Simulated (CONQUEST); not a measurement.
Here is a CONQUEST 1.3 calculation.

Contents of Conquest_input:

```
IO.Title ZnS
IO.Coordinates coords.dat
IO.FractionalAtomicCoords T
IO.Iprint 2
IO.Iprint_init 1
General.NumberOfSpecies 2
General.PseudopotentialType hamann
AtomMove.TypeOfRun static
AtomMove.FullStress T
Grid.GridCutoff 120
DM.SolutionMethod diagon
Diag.MPMesh T
Diag.GammaCentred T
Diag.MPMeshX 7
Diag.MPMeshY 5
Diag.MPMeshZ 4
Diag.kT 0.00183747
minE.SCTolerance 1e-6
SC.MaxIters 100
IO.AtomChargeOutput T
%block ChemicalSpeciesLabel
1 65.390 Zn
2 32.070 S
%endblock
```

coords.dat

```
    7.2017462609     0.0000000000     0.0000000000
    0.0000000000    11.7805526609     0.0000000000
    0.0000000000     0.0000000000    12.4737904279
8
  0.4983475000   0.5002410000   0.8331985000 1 T T T
  0.9983475000   0.5002410000   0.3331985000 1 T T T
  0.0217990000   0.0055960000   0.6662840000 1 T T T
  0.5217990000   0.0055960000   0.1662840000 1 T T T
  0.0019725000   0.8798910000   0.3406675000 2 T T T
  0.5019725000   0.8798910000   0.8406675000 2 T T T
  0.0047725000   0.3899440000   0.6618135000 2 T T T
  0.5047725000   0.3899440000   0.1618135000 2 T T T
```

Potentials or basis: PseudoDojo NC PBE, DZP, grid cutoff 120 Ha.

Command:

```bash
$ Conquest
```

Question: Estimate the band gap on the k mesh.

Answer: 2.42 eV.

Question: What does it give for the Mulliken charges?

Answer: Zn +0.23, +0.25; S -0.24 e.

Question: What does it give for the pressure?

Answer: 4.8 GPa.

Stress tensor (GPa, compression positive):
```
 4.36 -0.31  1.14
-0.31  3.30  0.11
 1.14  0.11  6.78
```

Caveat: the box holds several primitive cells, so bands are folded and the points are those of the box's own zone; the real-space grid is too coarse here: the forces don't sum to zero and aren't listed, and the energy moves when atoms move against the grid; the basis of atomic orbitals isn't converged, which shifts pressures, moduli and gaps.
